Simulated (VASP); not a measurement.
Wanted: the native input for a VASP 6.6.1 run.

- Task: band structure
- Functional: PBE
- Dispersion: D2
- Potentials or basis: VASP PAW PBE potentials, release 64 (In_d)
- Cutoff: 520 eV
- k mesh: 7 × 7 × 4
- Occupations: gaussian, width 0.05 eV
- Spin: spin-orbit coupling, no magnetisation
- Further INCAR settings: ALGO = Normal; EDIFF = 1e-06

Crystal: In.

```xyz
2
Lattice="3.3355 0.0000 0.0000 -1.6677 2.8886 0.0000 0.0000 0.0000 5.5091" Properties=species:S:1:pos:R:3 pbc="T T T"
In    1.6677    0.9629    4.1319
In    0.0000    1.9257    1.3773
```

This isn't the form of In at room conditions, which is tetragonal.

These files were run (other wordings do the same):

POSCAR

```
In
3.3355
    0.999995437566      0.000000000000      0.000000000000
   -0.499997718783      0.866021452616      0.000000000000
    0.000000000000      0.000000000000      1.651669290961
In
2
Direct
    0.6666666667      0.3333333333      0.7500000000
    0.3333333333      0.6666666667      0.2500000000
```

INCAR.step1

```
SYSTEM = In
ALGO = Normal
EDIFF = 1E-6
ENCUT = 520
GGA = PE
GGA_COMPAT = .False.
ISIF = 2
ISMEAR = 0
IVDW = 1
LASPH = .True.
LCHARG = .True.
LNONCOLLINEAR = .True.
LORBIT = 11
LREAL = .False.
LSORBIT = .True.
LWAVE = .False.
MAGMOM = 0 0 0 0 0 0
NELM = 100
PREC = Accurate
SIGMA = 0.05
```

KPOINTS.step1

```
k-points
0
Gamma
  7 7 4
  0 0 0
```

INCAR.step2

```
SYSTEM = In
ALGO = Normal
EDIFF = 1E-6
ENCUT = 520
GGA = PE
GGA_COMPAT = .False.
ICHARG = 11
ISIF = 2
ISMEAR = 0
IVDW = 1
LASPH = .True.
LCHARG = .False.
LNONCOLLINEAR = .True.
LORBIT = 11
LREAL = .False.
LSORBIT = .True.
LWAVE = .False.
MAGMOM = 0 0 0 0 0 0
NELM = 100
PREC = Accurate
SIGMA = 0.05
```

KPOINTS.step2

```
path GMKGALHA,LM,KH
20
line-mode
reciprocal
 0.0000000000  0.0000000000  0.0000000000  G
 0.5000000000  0.0000000000  0.0000000000  M

 0.5000000000  0.0000000000  0.0000000000  M
 0.3333333333  0.3333333333  0.0000000000  K

 0.3333333333  0.3333333333  0.0000000000  K
 0.0000000000  0.0000000000  0.0000000000  G

 0.0000000000  0.0000000000  0.0000000000  G
 0.0000000000  0.0000000000  0.5000000000  A

 0.0000000000  0.0000000000  0.5000000000  A
 0.5000000000  0.0000000000  0.5000000000  L

 0.5000000000  0.0000000000  0.5000000000  L
 0.3333333333  0.3333333333  0.5000000000  H

 0.3333333333  0.3333333333  0.5000000000  H
 0.0000000000  0.0000000000  0.5000000000  A

 0.5000000000  0.0000000000  0.5000000000  L
 0.5000000000  0.0000000000  0.0000000000  M

 0.3333333333  0.3333333333  0.0000000000  K
 0.3333333333  0.3333333333  0.5000000000  H
```

Potentials or basis: VASP PAW PBE potentials, release 64 (In_d).

Command:

```console
$ cat potpaw_PBE.64/In_d/POTCAR > POTCAR
$ cp INCAR.step1 INCAR
$ cp KPOINTS.step1 KPOINTS
$ mpirun -np 1 vasp_ncl > vasp.out
$ cp INCAR.step2 INCAR
$ cp KPOINTS.step2 KPOINTS
$ mpirun -np 1 vasp_ncl > vasp.out
```

Results of the run:

The dispersion energy per atom is -0.878 eV.

Caveat: the log is that of the step along the path at fixed density, whose energy, stress, charges and moments have no meaning.

It took 5 min on 1 thread of Intel(R) Xeon(R) Platinum 8488C (Sapphire Rapids), with other jobs on the host, peak memory 0.57 GiB.
